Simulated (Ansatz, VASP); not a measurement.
One calculation of C, two programs

```
C
1.0
     2.52207    0.00000    0.00000
     0.00000    4.33047    0.00000
     0.00000    0.00000    4.40523
C
8
Cartesian
  0.4571 3.7699 0.4739
  2.0649 0.5606 0.4739
  0.4571 2.7258 2.6765
  2.0649 1.6046 2.6765
  1.8959 1.7787 4.1108
  0.6261 2.5517 4.1108
  1.8959 0.3865 1.9082
  0.6261 3.9440 1.9082
```

Alike in both runs: task single point; functional PBE; k mesh 6 × 4 × 4; occupations gaussian, width 0.1 eV; no spin polarisation.

|  | VASP | Ansatz |
| --- | --- | --- |
| version | VASP 6.6.1 | Ansatz 0.2.0 |
| potentials or method | VASP PAW PBE potentials, release 64 (C) | scalar-relativistic, plane waves, PAW |
| plane-wave cutoff (eV) | 520 | 420 |
| valence electrons in the cell | 32 | 32 |

Ansatz gave:

* gap on the k mesh at the Fermi level (eV): none
* rms of the force components (eV/Å): 2.647

Which values does VASP return?

gap on the k mesh at the Fermi level (eV): none; rms of the force components (eV/Å): 2.661.

Atom by atom the forces differ by 0.037 eV/Å (rms over components). A gap of «none» marks a metal or a gap that the smearing closes. With one functional, cell and mesh, what is left measures potentials, basis and numerics.

Caveats: the k mesh is coarse (spacing up to 0.42 Å⁻¹), so the values aren't converged; forces of over 1 eV/Å show positions far from the minimum, so gaps and moduli don't describe the material at rest.
